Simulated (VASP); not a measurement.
# SiC (Imm2) in VASP: further runs

One crystal, SiC, is run at these levels: r2SCAN; tasks: single point, relaxation of the atoms.

All numbers are computed with VASP 6.6.1; they aren't measurements. Logs are shortened: lines on timing, memory, paths and dates and some standing lists are left out, and cuts for length are marked.

## (1) Starting point

The structure is orthorhombic, space group Imm2 (No. 44). Conventional cell: a = 3.050 Å, b = 3.079 Å, c = 4.372 Å, α = 90.00°, β = 90.00°, γ = 90.00°. Si (site symmetry mm2) has 4 C at 1.88 to 1.89 Å as nearest neighbours. C (site symmetry mm2) is surrounded by 4 Si at 1.88 to 1.89 Å.

The cell was built by a generator and isn't the measured one.

## (2) Single point, r2SCAN (strained cell)

POSCAR

```
SiC
1.0
   -0.0023672638      2.1588897798      2.1832912200
    2.1588897798     -0.0023672638      2.1832912200
    2.1565225160      2.1565225160      0.0000000000
Si C
1 1
Direct
   -0.0001050082     -0.0001050082      0.0001050082
    0.2501050082      0.2501050082      0.2498949918
```

INCAR.step1

```
SYSTEM = SiC
  PREC = Accurate
  ENCUT = 520
  ISMEAR = 0
  SIGMA = 0.02
  LREAL = .False.
  LASPH = .True.
  NELM = 100
  NBANDS = 11
  GGA = PE
  ALGO = Normal
  EDIFF = 1E-4
  LWAVE = .True.
  LCHARG = .False.
```

INCAR.step2

```
SYSTEM = SiC
  PREC = Accurate
  ENCUT = 520
  EDIFF = 1E-6
  ISMEAR = 0
  SIGMA = 0.02
  LREAL = .False.
  LASPH = .True.
  NELM = 100
  ALGO = Normal
  ISIF = 2
  LWAVE = .False.
  LCHARG = .True.
  METAGGA = R2SCAN
  LMIXTAU = .True.
  LELF = .True.
  LVHAR = .True.
  NBANDS = 11
  ISTART = 1
```

KPOINTS

```
Automatic mesh
0
Gamma
  10 10 10
  0 0 0
```

Potentials or basis: VASP PAW PBE potentials, release 64 (Si, C).

Command:

```sh
> cat potpaw_PBE.64/Si/POTCAR potpaw_PBE.64/C/POTCAR > POTCAR
> cp INCAR.step1 INCAR
> mpirun -np 1 vasp_std > vasp.out
> cp INCAR.step2 INCAR
> mpirun -np 1 vasp_std > vasp.out
```

OUTCAR:

```text
SYSTEM = SiC
   PREC = Accurate
   ENCUT = 520
   EDIFF = 1E-6
   ISMEAR = 0
   LREAL = .False.
   LASPH = .True.
   NELM = 100
   ISIF = 2
   METAGGA = R2SCAN
   ISTART = 1

 ion  position               nearest neighbor table
   1  1.000  1.000  0.000-   2 1.88   2 1.88   2 1.88   2 1.88
   2  0.250  0.250  0.250-   1 1.88   1 1.88   1 1.88   1 1.88

  LATTYP: Found a body centered orthorhombic cell.
 ALAT       =     3.0497833897
 B/A-ratio  =     1.0021954455
 C/A-ratio  =     1.4317680576

  Lattice vectors:

 A1 = (  -2.1588897798,   0.0023672638,   2.1832912200)
 A2 = (   2.1588897798,  -0.0023672638,   2.1832912200)
 A3 = (  -0.0023672638,   2.1588897798,  -2.1832912200)

Analysis of symmetry for initial positions (statically):
=====================================================================
 Subroutine PRICEL returns:
 Original cell was already a primitive cell.

 Routine SETGRP: Setting up the symmetry group for a
 body centered orthorhombic supercell.

 Subroutine GETGRP returns: Found  4 space group operations
 (whereof  4 operations were pure point group operations)
 out of a pool of  8 trial point group operations.

The static configuration has the point symmetry C_2v.

Analysis of symmetry for dynamics (positions and initial velocities):
=====================================================================
 Subroutine PRICEL returns:
 Original cell was already a primitive cell.

 Routine SETGRP: Setting up the symmetry group for a
 body centered orthorhombic supercell.

 Subroutine GETGRP returns: Found  4 space group operations
 (whereof  4 operations were pure point group operations)
 out of a pool of  8 trial point group operations.

The dynamic configuration has the point symmetry C_2v.

 Subroutine INISYM returns: Found  4 space group operations
 (whereof  4 operations are pure point group operations),
 and found     1 'primitive' translations

----------------------------------------------------------------------------------------

                                     Primitive cell

  volume of cell :      20.3518

  direct lattice vectors                    reciprocal lattice vectors
    -0.002367264  2.158889780  2.183291220    -0.231346846  0.231346846  0.229012051
     2.158889780 -0.002367264  2.183291220     0.231346846 -0.231346846  0.229012051
     2.156522516  2.156522516  0.000000000     0.231854755  0.231854755 -0.229012051

  length of vectors
     3.070435024  3.070435024  3.049783390     0.399361047  0.399361047  0.399949715

  position of ions in fractional coordinates (direct lattice)
     0.999894992  0.999894992  0.000105008
     0.250105008  0.250105008  0.249894992

  ion indices of the primitive-cell ions
   primitive index   ion index
                 1           1
                 2           2

----------------------------------------------------------------------------------------

 KPOINTS: Automatic mesh

Automatic generation of k-mesh.
 Grid dimensions read from file:
 generate k-points for:   10   10   10

 Generating k-lattice:

  Cartesian coordinates                     Fractional coordinates (reciprocal lattice)
    -0.023134685  0.023134685  0.022901205     0.100000000  0.000000000  0.000000000
     0.023134685 -0.023134685  0.022901205     0.000000000  0.100000000  0.000000000
     0.023185476  0.023185476 -0.022901205    -0.000000000 -0.000000000  0.100000000

  Length of vectors
     0.039936105  0.039936105  0.039994971

  Shift w.r.t. Gamma in fractional coordinates (k-lattice)
     0.000000000  0.000000000  0.000000000

 Subroutine IBZKPT returns following result:
 ===========================================

 Found    171 irreducible k-points:

 Following reciprocal coordinates:
            Coordinates               Weight
  0.000000  0.000000  0.000000      1.000000
  0.100000 -0.000000  0.000000      4.000000
  0.200000 -0.000000  0.000000      4.000000
  0.300000 -0.000000  0.000000      4.000000
  0.400000 -0.000000  0.000000      4.000000
  0.500000 -0.000000  0.000000      2.000000
[... 16 lines left out ...]
  0.300000  0.300000  0.000000      2.000000
  0.400000  0.300000  0.000000      4.000000
 [... further k-points ...]
   k-points           NKPTS =    171   k-points in BZ     NKDIM =    171   number of bands    NBANDS=     11
   number of dos      NEDOS =    301   number of ions     NIONS =      2
   total plane-waves  NPLWV =  13824
   dimension x,y,z NGX =    24 NGY =   24 NGZ =   24
   dimension x,y,z NGXF=    48 NGYF=   48 NGZF=   48
   ions per type =               1   1
   NGX,Y,Z   is equivalent  to a cutoff of  12.99, 12.99, 13.08 a.u.
   NGXF,Y,Z  is equivalent  to a cutoff of  25.99, 25.99, 26.17 a.u.
 SYSTEM =  SiC
   PREC   = accura    normal or accurate (medium, high low for compatibility)
   ISTART =      1    job   : 0-new  1-cont  2-samecut
   ICHARG =      0    charge: 1-file 2-atom 10-const
   ISPIN  =      1    spin polarized calculation?
   LNONCOLLINEAR =      F non collinear calculations
   LSORBIT =      F    spin-orbit coupling
   LASPH  =      T    aspherical Exc in radial PAW
   ENCUT  =  520.0 eV  38.22 Ry    6.18 a.u.   5.71  5.71  5.67*2*pi/ulx,y,z
   NELM   =    100;   NELMIN=  2; NELMDL=  0     # of ELM steps
   EDIFF  = 0.1E-05   stopping-criterion for ELM
   LREAL  =      F    real-space projection
   EDIFFG = 0.1E-04   stopping-criterion for IOM
   NSW    =      0    number of steps for IOM
   IBRION =     -1    ionic relax: 0-MD 1-quasi-New 2-CG
   NFREE  =      0    steps in history (QN), initial steepest desc. (CG)
   ISIF   =      2    stress and relaxation
   ISYM   =      2    0-nonsym 1-usesym 2-fastsym
   POTIM  = 0.5000    time-step for ionic-motion
   TEBEG  =    0.0;   TEEND  =   0.0 temperature during run
   PSTRESS=    0.0 pullay stress
   NELECT =       8.0000    total number of electrons
   NUPDOWN=      -1.0000    fix difference up-down
   EMIN   =  10.00;   EMAX   =-10.00  energy-range for DOS
   EFERMI =   0.00;   METHOD = LEGACY
   ISMEAR =     0;   SIGMA  =   0.02  broadening in eV -4-tet -1-fermi 0-gaus
   EFERMI_NEDOS =   21; number of points for ismear=-14 and -15
   IALGO  =     38    algorithm
   IMIX   =      4    mixing-type and parameters
     AMIX     =   0.40;   BMIX     =  1.00
     AMIX_MAG =   1.60;   BMIX_MAG =  1.00
  volume/ion in A,a.u.               =      10.18        68.67
  Fermi-wavevector in a.u.,A,eV,Ry     =   1.199235  2.266225 19.567402  1.438164
  Thomas-Fermi vector in A             =   2.335103
   LORBIT       =      0    0 simple, 1 ext, 2 COOP (PROOUT), +10 PAW based schemes
   METAGGA = R2SCAN    functional components
   LHFCALC =     F    Hartree Fock is set to
   AEXX    =    0.0000 exact exchange contribution
   IVDW    =     0    specifies the selected vdW correction
   LEPSILON=     F    determine dielectric tensor
   LRPA    =     F    only Hartree local field effects (RPA)
 non-spin polarized calculation
 Gauss-broadening in eV      SIGMA  =   0.02
  energy-cutoff  :      520.00
  volume of cell :       20.35
 maximum number of plane-waves:       557
   NGX = 11   NGY = 11   NGZ = 11

 number of electron       8.0000000 magnetization

 Free energy of the ion-electron system (eV)
  ---------------------------------------------------
  ext. energy  EPLUGINS =         0.00000000
  ---------------------------------------------------
  free energy    TOTEN  =       -19.32208647 eV

  energy without entropy =      -19.32208647  energy(sigma->0) =      -19.32208647

 E-fermi :   8.3791     XC(G=0): -12.0090

 val. band max:        8.2076546493   @ k =   0.0000   0.0000   0.0000
 cond. band min:       9.8479292061   @ k =   0.5000  -0.0000   0.5000
 fundamental gap:      1.6402745568
 Fermi energy:         8.3790895643

 k-point     1 :       0.0000    0.0000    0.0000
  band No.  band energies     occupation
      1      -8.1435      2.00000
      2       8.1148      2.00000
      3       8.1843      2.00000
      4       8.2077      2.00000
      5      15.2094      0.00000
      6      16.1069      0.00000
      7      16.1574      0.00000
      8      16.1655      0.00000
      9      23.2927      0.00000
     10      23.6617      0.00000
     11      26.2071      0.00000

 k-point     2 :       0.1000   -0.0000    0.0000
  band No.  band energies     occupation
      1      -7.9388      2.00000
      2       7.1075      2.00000
      3       7.9940      2.00000
      4       8.0732      2.00000
      5      15.4468      0.00000
      6      16.3870      0.00000
      7      16.4219      0.00000
      8      16.5045      0.00000
      9      22.3778      0.00000
     10      22.6840      0.00000
     11      25.7206      0.00000

 k-point     3 :       0.2000   -0.0000    0.0000
  band No.  band energies     occupation
      1      -7.3345      2.00000
      2       4.8828      2.00000
      3       7.6596      2.00000
      4       7.7634      2.00000
      5      15.1134      0.00000
      6      16.7476      0.00000
      7      16.8259      0.00000
      8      17.8642      0.00000
      9      21.7816      0.00000
     10      21.9537      0.00000
     11      24.7736      0.00000
[... 267 lines left out ...]
 k-point    23 :       0.3000    0.3000    0.0000
  band No.  band energies     occupation
      1      -5.7973      2.00000
      2       3.5142      2.00000
      3       5.7267      2.00000
      4       5.7648      2.00000
      5      11.8382      0.00000
      6      14.4789      0.00000
      7      20.7395      0.00000
      8      20.7522      0.00000
      9      21.6065      0.00000
     10      26.3993      0.00000
     11      31.2510      0.00000

 k-point    24 :       0.4000    0.3000    0.0000
  band No.  band energies     occupation
      1      -4.9047      2.00000
      2       2.2465      2.00000
      3       4.8868      2.00000
      4       5.4938      2.00000
      5      11.5376      0.00000
      6      14.5176      0.00000
      7      20.8278      0.00000
      8      21.1853      0.00000
      9      23.1427      0.00000
     10      27.4880      0.00000
     11      30.8762      0.00000

 [... further k-points ...]

------------------------ aborting loop because EDIFF is reached ----------------------------------------

  FORCE on cell =-STRESS in cart. coord.  units (eV):
  Direction    XX          YY          ZZ          XY          YZ          ZX
  --------------------------------------------------------------------------------------
  -------------------------------------------------------------------------------------
  Total        0.5715644      0.5715644      0.1596306      0.0759509      0.0000000      0.0000000
  in kB       44.9959762     44.9959762     12.5667968      5.9791748      0.0000000      0.0000000
  external PRESSURE =      34.1862497 kB  Pullay stress =       0.0000000 kB

 VOLUME and BASIS-vectors are now :
 -----------------------------------------------------------------------------
  energy-cutoff  :      520.00
  volume of cell :       20.35
      direct lattice vectors                 reciprocal lattice vectors
    -0.002367264  2.158889780  2.183291220    -0.231346846  0.231346846  0.229012051
     2.158889780 -0.002367264  2.183291220     0.231346846 -0.231346846  0.229012051
     2.156522516  2.156522516  0.000000000     0.231854755  0.231854755 -0.229012051

 POSITION                                       TOTAL-FORCE (eV/Angst)
 -----------------------------------------------------------------------------------
      2.15652      2.15652      4.36612         0.000000      0.000000      0.000320
      1.07826      1.07826      1.09210        -0.000000     -0.000000     -0.000320
 -----------------------------------------------------------------------------------
    total drift:                               -0.000001     -0.000001     -0.000019

  FREE ENERGIE OF THE ION-ELECTRON SYSTEM (eV)
  ---------------------------------------------------
  free  energy   TOTEN  =       -19.3220864672 eV

  energy  without entropy=      -19.3220864672  energy(sigma->0) =      -19.32208647
```

It took 42 s on 1 thread of Intel Xeon 6975P-C (Granite Rapids), shared host; peak memory 0.16 GiB.

What came out:

| Item | Value |
| --- | --- |
| Free energy | -19.3221 eV |
| Pressure | 3.4 GPa |
| Band gap on the k mesh | 1.64 eV, indirect (least direct gap 5.05 eV) |

Stress tensor (GPa, compression positive):
```
4.50 0.60 0.00
0.60 4.50 0.00
0.00 0.00 1.26
```

Caveat: the PAW data sets were made with another functional, which shifts forces and pressure a little.

## (3) Relaxation of the atoms, r2SCAN (strained cell)

POSCAR

```
SiC
1.0
   -0.0023672638      2.1588897798      2.1832912200
    2.1588897798     -0.0023672638      2.1832912200
    2.1565225160      2.1565225160      0.0000000000
Si C
1 1
Direct
   -0.0005678748     -0.0005678748      0.0005678748
    0.2505678748      0.2505678748      0.2494321252
```

INCAR.step1

```
PREC = Accurate
ENCUT = 520
ISMEAR = 0
SIGMA = 0.02
LREAL = False
LASPH = True
NELM = 100
GGA = PE
ALGO = Normal
EDIFF = 1E-4
LWAVE = True
LCHARG = False
```

INCAR.step2

```
PREC = Accurate
ENCUT = 520
EDIFF = 1E-7
ISMEAR = 0
SIGMA = 0.02
LREAL = False
LASPH = True
NELM = 100
ALGO = Normal
ISIF = 2
LWAVE = False
LCHARG = False
METAGGA = R2SCAN
LMIXTAU = True
IBRION = 2
NSW = 60
EDIFFG = -0.002
ISTART = 1
```

KPOINTS

```
regular mesh
0
Gamma
  10 10 10
```

Potentials or basis: VASP PAW PBE potentials, release 64 (Si, C).

Command:

```sh
> cat potpaw_PBE.64/Si/POTCAR potpaw_PBE.64/C/POTCAR > POTCAR
> cp INCAR.step1 INCAR
> mpirun -np 1 vasp_std > vasp.out
> cp INCAR.step2 INCAR
> mpirun -np 1 vasp_std > vasp.out
```

Run time: 83 s. Hardware: 1 thread of Intel Xeon 6975P-C (Granite Rapids), shared host; peak memory 0.15 GiB.

It converged, with:

```
Free energy               : -19.3221 eV
Energy gained by relaxing : 0.1 meV/atom
Ionic steps               : 3
Pressure after relaxing   : 3.4 GPa
Band gap on the k mesh    : 1.64 eV, indirect (least direct gap 5.05 eV)
```

Stress tensor (GPa, compression positive):
```
4.49 0.60 0.00
0.60 4.49 0.00
0.00 0.00 1.24
```

Step by step:
```tsv
step	energy change (eV)	largest force (eV/Å)	pressure (GPa)
1	0.0000	0.0829	3.41
2	0.0000	0.0805	3.41
3	-0.0002	0.0000	3.41
```

Final structure:
```
Si C
1.0
    -0.00237    2.15889    2.18329
     2.15889   -0.00237    2.18329
     2.15652    2.15652    0.00000
Si C
1 1
Direct
  0.99990 0.99990 0.00010
  0.25010 0.25010 0.24990
```

Levels at points of the mesh, in eV from the valence-band top:
```tsv
k point	band 1	band 2	band 3	band 4	band 5	band 6	band 7	band 8
(0.00, 0.00, 0.00)	-16.35	-0.09	-0.02	0.00	7.00	7.90	7.95	7.96
(0.50, 0.00, 0.00)	-12.67	-8.95	-1.22	-1.06	6.11	7.72	7.89	11.02
(0.50, 0.50, 0.00)	-11.24	-8.24	-3.34	-3.30	1.75	4.99	15.33	15.34
(0.00, 0.00, 0.50)	-12.66	-8.94	-1.23	-1.09	6.09	7.71	7.86	11.01
(0.50, 0.00, 0.50)	-11.15	-8.09	-3.46	-3.44	1.64	4.78	15.09	15.47
```

Caveat: the PAW data sets were made with another functional, which shifts forces and pressure a little. A k mesh can miss the band edges.

## (4) Single point, r2SCAN

POSCAR

```
SiC
1.0
   -0.0102207045      2.1667432205      2.1857999123
    2.1667432205     -0.0102207045      2.1857999123
    2.1565225160      2.1565225160      0.0000000000
Si C
1 1
Direct
   -0.0004335111     -0.0004335111      0.0004335111
    0.2504335111      0.2504335111      0.2495664889
```

INCAR.step1

```
ALGO = Normal
EDIFF = 1E-4
ENCUT = 520
GGA = PE
ISMEAR = 0
LASPH = T
LCHARG = F
LREAL = F
LWAVE = T
NBANDS = 11
NELM = 100
PREC = Accurate
SIGMA = 0.01
```

INCAR.step2

```
ALGO = Normal
EDIFF = 1E-7
ENCUT = 520
ISIF = 2
ISMEAR = 0
ISTART = 1
LASPH = T
LCHARG = T
LELF = T
LMIXTAU = T
LREAL = F
LVHAR = T
LWAVE = F
METAGGA = R2SCAN
NBANDS = 11
NELM = 100
PREC = Accurate
SIGMA = 0.01
```

KPOINTS

```
k-points
0
Gamma
  10 10 10
```

Command:

```sh
> cat potpaw_PBE.64/Si/POTCAR potpaw_PBE.64/C/POTCAR > POTCAR
> cp INCAR.step1 INCAR
> mpirun -np 1 vasp_std > vasp.out
> cp INCAR.step2 INCAR
> mpirun -np 1 vasp_std > vasp.out
```

Run time: 50 s. Hardware: 1 thread of Intel Xeon 6975P-C (Granite Rapids), shared host; peak memory 0.16 GiB.

Results (log left out):

```yaml
Free_energy: -19.3239 eV
Pressure: 1.4 GPa
Band_gap_on_the_k_mesh: 1.62 eV, indirect (least direct gap 4.97 eV)
```

Stress tensor (GPa, compression positive):
```
 2.28  2.53  0.00
 2.53  2.28  0.00
 0.00  0.00 -0.25
```

Levels at points of the mesh, in eV from the valence-band top:
```tsv
k point	band 1	band 2	band 3	band 4	band 5	band 6	band 7	band 8
(0.00, 0.00, 0.00)	-16.32	-0.11	-0.10	0.00	6.84	7.72	7.88	7.94
(0.50, 0.00, 0.00)	-12.69	-8.95	-1.22	-1.07	6.05	7.67	7.87	10.96
(0.50, 0.50, 0.00)	-11.24	-8.22	-3.44	-3.27	1.70	4.90	15.17	15.20
(0.00, 0.00, 0.50)	-12.62	-8.92	-1.25	-1.17	5.93	7.64	7.70	10.91
(0.50, 0.00, 0.50)	-11.16	-8.11	-3.46	-3.45	1.62	4.73	15.00	15.27
```

Caveat: the PAW data sets were made with another functional, which shifts forces and pressure a little. r2SCAN opens gaps a little over a GGA but as a rule still falls short of measured ones.

## (5) The runs side by side

```tsv
task	cell	smearing	gap on the mesh (eV)	pressure (GPa)
single point	strained cell	gaussian 0.02 eV	1.64	3.4
relaxation of the atoms	atoms relaxed from: strained cell	gaussian 0.02 eV	1.64	3.4
single point	as given	gaussian 0.01 eV	1.62	1.4
```

Alike in all rows: level r2SCAN; potentials or basis VASP PAW PBE potentials, release 64 (Si, C); no spin polarisation; k mesh 10 × 10 × 10; cutoff (eV) 520.

Caveats: the PAW data sets were made with another functional, which shifts forces and pressure a little.

Absolute energies hang on the potentials; compare differences alone.
